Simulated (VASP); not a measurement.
# BeSe (F-43m) in VASP: notebook, part 2 of 2

VASP 6.6.1. Earlier steps stand in the parts before.

### Step 4. Relaxation of cell and atoms, PBEsol

This run uses another cell than the first one, of 16.92 Å³/atom, 1.039 times its volume.

INCAR

```
SYSTEM = BeSe
ALGO = Normal ; EDIFF = 1E-7
EDIFFG = -0.005 ; ENCUT = 600
GGA = PS ; IBRION = 2
ISIF = 3 ; ISMEAR = 0
LASPH = .True. ; LCHARG = .False.
LREAL = .False. ; LWAVE = .False.
NELM = 80 ; NSW = 90
PREC = Accurate ; SIGMA = 0.03
```

KPOINTS

```
k-points
0
Gamma
  10 10 10
  0 0 0
```

POSCAR

```
BeSe                                    
1.0
   -0.0000000000      2.5674337309      2.5674337309
    2.5674337309     -0.0000000000      2.5674337309
    2.5674337309      2.5674337309      0.0000000000
  Be              Se            
     1     1
Direct
     0.0000000000000000    0.0000000000000000    0.0000000000000000
     0.2500000000000000    0.2500000000000000    0.2500000000000000
```

Potentials or basis: VASP PAW PBE potentials, release 64 (Be, Se).

Launch:

```bash
$ cat potpaw_PBE.64/Be/POTCAR potpaw_PBE.64/Se/POTCAR > POTCAR
$ mpirun -np 1 vasp_std > vasp.out
```

OUTCAR:

```text
SYSTEM = BeSe
   EDIFF = 1E-7
   EDIFFG = -0.005
   ENCUT = 600
   GGA = PS
   IBRION = 2
   ISIF = 3
   ISMEAR = 0
   LASPH = .True.
   LREAL = .False.
   NELM = 80
   NSW = 90
   PREC = Accurate

 ion  position               nearest neighbor table
   1  0.000  0.000  0.000-   2 2.22   2 2.22   2 2.22   2 2.22
   2  0.250  0.250  0.250-   1 2.22   1 2.22   1 2.22   1 2.22

  LATTYP: Found a face centered cubic cell.
 ALAT       =     5.1348674618

  Lattice vectors:

 A1 = (   0.0000000000,   2.5674337309,   2.5674337309)
 A2 = (   2.5674337309,   0.0000000000,   2.5674337309)
 A3 = (   2.5674337309,   2.5674337309,   0.0000000000)

Analysis of symmetry for initial positions (statically):
=====================================================================
 Subroutine PRICEL returns:
 Original cell was already a primitive cell.

 Routine SETGRP: Setting up the symmetry group for a
 face centered cubic supercell.

 Subroutine GETGRP returns: Found 24 space group operations
 (whereof 24 operations were pure point group operations)
 out of a pool of 48 trial point group operations.

[... 171 lines left out ...]

 k-point     1 :       0.0000    0.0000    0.0000
  band No.  band energies     occupation
      1     -10.5308      2.00000
      2       3.3345      2.00000
      3       3.3345      2.00000
      4       3.3345      2.00000
      5       7.5974      0.00000
      6       8.3099      0.00000
      7       8.3099      0.00000
      8       8.3099      0.00000
[... 243 lines left out ...]
 k-point    24 :       0.4000    0.3000    0.0000
  band No.  band energies     occupation
      1      -9.1571      2.00000
      2      -1.0051      2.00000
      3       0.8154      2.00000
      4       1.0876      2.00000
      5       6.6660      0.00000
      6       8.3890      0.00000
      7      12.5677      0.00000
      8      12.8150      0.00000

 [... further k-points ...]

------------------------ aborting loop because EDIFF is reached ----------------------------------------

  FORCE on cell =-STRESS in cart. coord.  units (eV):
  Direction    XX          YY          ZZ          XY          YZ          ZX
  --------------------------------------------------------------------------------------
  -------------------------------------------------------------------------------------
  Total        0.0038108      0.0038108      0.0038108     -0.0000000     -0.0000000     -0.0000000
  in kB        0.1803825      0.1803825      0.1803825     -0.0000000     -0.0000000     -0.0000000
  external PRESSURE =       0.1803825 kB  Pullay stress =       0.0000000 kB

 VOLUME and BASIS-vectors are now :
 -----------------------------------------------------------------------------
  energy-cutoff  :      600.00
  volume of cell :       33.85
      direct lattice vectors                 reciprocal lattice vectors
     0.000000000  2.567433731  2.567433731    -0.194746993  0.194746993  0.194746993
     2.567433731  0.000000000  2.567433731     0.194746993 -0.194746993  0.194746993
     2.567433731  2.567433731  0.000000000     0.194746993  0.194746993 -0.194746993

 POSITION                                       TOTAL-FORCE (eV/Angst)
 -----------------------------------------------------------------------------------
      0.00000      0.00000      0.00000         0.000000      0.000000      0.000000
      1.28372      1.28372      1.28372        -0.000000     -0.000000     -0.000000
 -----------------------------------------------------------------------------------
    total drift:                                0.000000      0.000000      0.000000

  FREE ENERGIE OF THE ION-ELECTRON SYSTEM (eV)
  ---------------------------------------------------
  free  energy   TOTEN  =        -9.4500335802 eV

  energy  without entropy=       -9.4500335802  energy(sigma->0) =       -9.45003358

 reached required accuracy - stopping structural energy minimisation
```

OSZICAR:

```text
N       E                     dE             d eps       ncg     rms          rms(c)
DAV:   1     0.247516382526E+02    0.24752E+02   -0.41635E+03   752   0.948E+02
DAV:   2    -0.877708038804E+01   -0.33529E+02   -0.32300E+02  1128   0.123E+02
DAV:   3    -0.958818348875E+01   -0.81110E+00   -0.81110E+00   848   0.251E+01
DAV:   4    -0.959070613297E+01   -0.25226E-02   -0.25226E-02  1208   0.165E+00
DAV:   5    -0.959070764503E+01   -0.15121E-05   -0.15121E-05   912   0.261E-02    0.337E+00
DAV:   6    -0.949105716201E+01    0.99650E-01   -0.65227E-02   856   0.151E+00    0.207E+00
DAV:   7    -0.944955559344E+01    0.41502E-01   -0.10488E-01  1000   0.195E+00    0.239E-01
DAV:   8    -0.944994162880E+01   -0.38604E-03   -0.12443E-03   784   0.281E-01    0.583E-02
DAV:   9    -0.945002866028E+01   -0.87031E-04   -0.12625E-04  1040   0.923E-02    0.262E-02
DAV:  10    -0.945003225728E+01   -0.35970E-05   -0.15233E-05   928   0.221E-02    0.549E-03
DAV:  11    -0.945003353025E+01   -0.12730E-05   -0.23973E-06   832   0.108E-02    0.245E-03
DAV:  12    -0.945003358022E+01   -0.49975E-07   -0.91621E-08  1000   0.258E-03
   1 F= -.94500336E+01 E0= -.94500336E+01  d E =-.945003E+01
```

CONTCAR:

```text
BeSe
   1.00000000000000
     0.0000000000000000    2.5674337308999999    2.5674337308999999
     2.5674337308999999    0.0000000000000000    2.5674337308999999
     2.5674337308999999    2.5674337308999999    0.0000000000000000
  Be              Se
     1     1
Direct
     0.0000000000000000    0.0000000000000000    0.0000000000000000
     0.2500000000000000    0.2500000000000000    0.2500000000000000

  0.00000000E+00  0.00000000E+00  0.00000000E+00
  0.00000000E+00  0.00000000E+00  0.00000000E+00
```

Wall time 9.4 s (1 thread of Intel Xeon 6975P-C (Granite Rapids), shared host); peak memory 0.17 GiB.

What came out:

| Quantity | Value |
| --- | --- |
| Free energy | -9.4500 eV |
| Pressure after relaxing | 0.0 GPa |
| Band gap on the k mesh | 2.46 eV, indirect (least direct gap 4.26 eV) |

Final structure:
```
Be Se
1.0
     0.00000    2.56743    2.56743
     2.56743    0.00000    2.56743
     2.56743    2.56743    0.00000
Be Se
1 1
Direct
  0.00000 0.00000 0.00000
  0.25000 0.25000 0.25000
```

Caveat: the relaxation stopped at its first step, so nothing moved; the PAW data sets were made with another functional, which shifts forces and pressure a little. A k mesh can miss the band edges.

### Step 5. Relaxation of the atoms, PBEsol (a relaxed cell with its volume scaled by 0.94)

INCAR

```
SYSTEM = BeSe
ALGO = Fast ; EDIFF = 1E-7
EDIFFG = -0.01 ; ENCUT = 600
GGA = PS ; IBRION = 2
ISIF = 2 ; ISMEAR = 0
LASPH = .True. ; LCHARG = .False.
LREAL = .False. ; LWAVE = .False.
NELM = 80 ; NSW = 40
PREC = Accurate ; SIGMA = 0.03
```

KPOINTS is that of step 4.

POSCAR

```
BeSe                                    
1.0
    0.0000000000      2.5150224178      2.5150224178
    2.5150224178      0.0000000000      2.5150224178
    2.5150224178      2.5150224178      0.0000000000
  Be              Se            
     1     1
Direct
     0.0000000000000000    0.0000000000000000    0.0000000000000000
     0.2500000000000000    0.2500000000000000    0.2500000000000000
```

Launch:

```bash
$ cat potpaw_PBE.64/Be/POTCAR potpaw_PBE.64/Se/POTCAR > POTCAR
$ mpirun -np 1 vasp_std > vasp.out
```

It took 8.6 s on 1 thread of Intel Xeon 6975P-C (Granite Rapids), shared host; peak memory 0.16 GiB.

The run converged. Its results:

- Free energy: -9.4164 eV
- Pressure after relaxing: 5.6 GPa
- Band gap on the k mesh: 2.31 eV, indirect (least direct gap 4.73 eV)

Final structure:
```yaml
crystal:
  lattice:
    - [0.00000, 2.51502, 2.51502]
    - [2.51502, 0.00000, 2.51502]
    - [2.51502, 2.51502, 0.00000]
  atoms:
    - { symbol: Be, position: [0.00000, 0.00000, 0.00000] }
    - { symbol: Se, position: [0.25000, 0.25000, 0.25000] }
```

Levels at points of the mesh, in eV from the valence-band top:
```csv
k point,band 2,band 3,band 4,band 5,band 6,band 7
"(0.00, 0.00, 0.00)",0.00,0.00,0.00,4.73,4.96,4.96
"(0.50, 0.00, 0.00)",-6.21,-1.19,-1.19,4.50,5.91,5.91
"(0.50, 0.50, 0.00)",-5.47,-2.93,-2.93,2.31,4.07,12.24
```

Caveat: the relaxation stopped at its first step, so nothing moved; the PAW data sets were made with another functional, which shifts forces and pressure a little. A k mesh can miss the band edges.

### Step 6. Relaxation of the atoms, PBEsol (a relaxed cell with its volume scaled by 0.96)

INCAR is that of step 5.

KPOINTS is that of step 5.

POSCAR

```
BeSe                                    
1.0
    0.0000000000      2.5327344269      2.5327344269
    2.5327344269      0.0000000000      2.5327344269
    2.5327344269      2.5327344269      0.0000000000
  Be              Se            
     1     1
Direct
     0.0000000000000000    0.0000000000000000    0.0000000000000000
     0.2500000000000000    0.2500000000000000    0.2500000000000000
```

Potentials or basis: VASP PAW PBE potentials, release 64 (Be, Se).

Launch:

```bash
$ cat potpaw_PBE.64/Be/POTCAR potpaw_PBE.64/Se/POTCAR > POTCAR
$ mpirun -np 1 vasp_std > vasp.out
```

It took 11 s on 1 thread of Intel Xeon 6975P-C (Granite Rapids), shared host; peak memory 0.17 GiB.

It converged, with:

```yaml
Free_energy: -9.4355 eV
Pressure_after_relaxing: 3.5 GPa
Band_gap_on_the_k_mesh: 2.37 eV, indirect (least direct gap 4.57 eV)
```

Final structure:
```
Be Se
1.0
     0.00000    2.53273    2.53273
     2.53273    0.00000    2.53273
     2.53273    2.53273    0.00000
Be Se
1 1
Direct
  0.00000 0.00000 0.00000
  0.25000 0.25000 0.25000
```

Levels at points of the mesh, in eV from the valence-band top:
```csv
k point,band 2,band 3,band 4,band 5,band 6,band 7
"(0.00, 0.00, 0.00)",0.00,0.00,0.00,4.57,4.96,4.96
"(0.50, 0.00, 0.00)",-6.07,-1.15,-1.15,4.42,5.91,5.91
"(0.50, 0.50, 0.00)",-5.36,-2.85,-2.85,2.37,4.09,12.07
```

Caveat: the relaxation stopped at its first step, so nothing moved; the PAW data sets were made with another functional, which shifts forces and pressure a little.

### Step 7. The runs side by side

| task | level | cell | gap on the mesh (eV) | pressure (GPa) |
| --- | --- | --- | --- | --- |
| relaxation of the atoms | r2SCAN | atoms relaxed from: a relaxed cell with its volume scaled by 1.06 | 3.24 | -4.2 |
| relaxation of cell and atoms | PBEsol | relaxed | 2.46 | 0.0 |
| relaxation of the atoms | PBEsol | atoms relaxed from: a relaxed cell with its volume scaled by 0.94 | 2.31 | 5.6 |
| relaxation of the atoms | PBEsol | atoms relaxed from: a relaxed cell with its volume scaled by 0.96 | 2.37 | 3.5 |

Alike in all rows: potentials or basis VASP PAW PBE potentials, release 64 (Be, Se); no spin polarisation; k mesh 10 × 10 × 10; cutoff (eV) 600; smearing gaussian 0.03 eV.

Caveats: the relaxation stopped at its first step, so nothing moved; the PAW data sets were made with another functional, which shifts forces and pressure a little.

Total energies depend on the potentials used, so only differences within one code and one set of settings carry meaning.
